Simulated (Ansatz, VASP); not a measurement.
# Two plane-wave programs on AlN

```xyz
2
Lattice="0.0000 2.1849 2.1849 2.1849 0.0000 2.1849 2.1849 2.1849 0.0000" Properties=species:S:1:pos:R:3 pbc="T T T"
Al   -0.0389    0.0000    0.0000
N     3.3524    3.2774    3.2774
```

Change from the starting cell: mode 4 (663.4 1/cm) frozen in, largest displacement +0.075 Å.

Alike in both runs: task single point; functional r2SCAN; k mesh 10 × 10 × 10; occupations gaussian, width 0.05 eV; no spin polarisation.

|  | VASP | Ansatz |
| --- | --- | --- |
| version | VASP 6.6.1 | Ansatz 0.2.0 |
| potentials or method | VASP PAW PBE potentials, release 64 (Al, N) | scalar-relativistic, plane waves, PAW |
| plane-wave cutoff (eV) | 520 | 500 |
| valence electrons in the cell | 8 | 8 |

Ansatz gave:

```
gap on the k mesh at the Fermi level (eV)       : 3.64
least direct gap on the mesh (eV)               : 4.52
pressure (GPa)                                  : 1.6
largest component of the traceless stress (GPa) : 7.67
rms of the force components (eV/Å)              : 0.969
```

Task: Which values does VASP return?

Result: gap on the k mesh at the Fermi level (eV): 3.63; least direct gap on the mesh (eV): 4.56; pressure (GPa): 1.3; largest component of the traceless stress (GPa): 7.83; rms of the force components (eV/Å): 0.979.

Atom by atom the forces differ by 0.009 eV/Å (rms over components). With one functional, cell and mesh, what is left measures potentials, basis and numerics.

Caveats: the PAW data sets were made with another functional, which shifts forces and pressure a little (VASP). A k mesh can miss the band edges.
